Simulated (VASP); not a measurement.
## CdTe: band structure with HSE06

**Experimental background.**

From a printed reference work, data compilation, for a bulk crystal of CdTe at 0 K: band gap 1.607 eV.

CdTe:

```
Cd Te
1.0
     0.00000    3.24780    3.24780
     3.24780    0.00000    3.24780
     3.24780    3.24780    0.00000
Cd Te
1 1
Direct
  0.00000 0.00000 0.00000
  0.25000 0.25000 0.25000
```

```json
{
  "Program": "VASP 6.6.1",
  "Task": "band structure",
  "Functional": "HSE06",
  "Potentials or basis": "VASP PAW PBE potentials, release 64 (Cd, Te)",
  "Cutoff": "520 eV",
  "k mesh": "6 × 6 × 6",
  "Occupations": "gaussian, width 0.03 eV",
  "Spin": "no spin polarisation",
  "Grid for exact exchange (PRECFOCK)": "Fast",
  "Screening parameter": "0.2 1/A",
  "Further INCAR settings": "ALGO = Normal; EDIFF = 1e-07; NBANDS = 16"
}
```

```yaml
Pressure: 1.3 GPa
Band_gap_on_the_k_mesh: 1.54 eV, direct
Band_gap_along_the_path: 1.54 eV, direct
```

Levels at points of the mesh, in eV from the valence-band top:
```
           k point  band 7  band 8  band 9  band 10  band 11  band 12
(0.00, 0.00, 0.00)    0.00    0.00    0.00     1.54     5.49     5.49
(0.50, 0.00, 0.00)   -4.71   -0.82   -0.82     2.62     6.07     6.07
(0.50, 0.50, 0.00)   -4.58   -1.98   -1.98     3.30     3.48     9.96
```

Run time: 12 min on 4 MPI ranks on Intel(R) Xeon(R) Platinum 8488C (Sapphire Rapids), on a shared host, peak memory 0.35 GiB a rank.

Measured gap of CdTe: 1.607 eV (0 K; a printed reference work, data compilation). This calculation gives 1.54 eV (-0.07 eV). Spin-orbit coupling on Cd, Te is left out. The value is that of HSE06, without temperature or zero-point motion.

Caveat: the PAW data sets were made with another functional, which shifts forces and pressure a little; spin-orbit coupling is left out, which moves the levels of the heavy elements.
